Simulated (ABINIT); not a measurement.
A run of ABINIT 10.8.3 (patched build) is set up as follows.

File run.abi:

```
pp_dirpath "./"
pseudos "Pt.upf, Se.upf"

acell 3*1.0
rprim
     7.0373400881     0.0000000000     0.0000000000
    -3.5186700441     6.0945152914     0.0000000000
     0.0000000000     0.0000000000     9.5657936429
ntypat 2
znucl 78 34
natom 3
typat 1 2 2
xred
     0.0000000000     0.0000000000     0.0000000000
     0.6666666667     0.3333333333     0.7500000000
     0.3333333333     0.6666666667     0.2500000000

ecut 39.0

kptopt 1
ngkpt 6 6 4
nshiftk 1
shiftk 0.0 0.0 0.0

ixc -116133

nband 30
occopt 3
tsmear 0.05 eV

nstep 100
tolvrs 1.0e-10

iomode 3
prtwf 0
prteig 0
prtebands 0
enunit 2
prtden 1
prtvha 1
prtvclmb 1
prtpot 1
prtelf 1
```

Potentials or basis: PseudoDojo NC SR PBEsol v0.4.1 standard.

Run with:

```sh
$ abinit run.abi > log 2>&1
```

Question: Estimate the band gap on the k mesh.

Answer: None (metal or under the smearing width).

Question: Predict the pressure.

Answer: 1.5 GPa.

Forces in eV/Å, atoms in the order of the input:
```
Pt   0.000  0.000  0.000
Se   0.000  0.000 -0.324
Se   0.000  0.000  0.324
```

The run has no spin-orbit coupling, so splittings on Pt are missing.
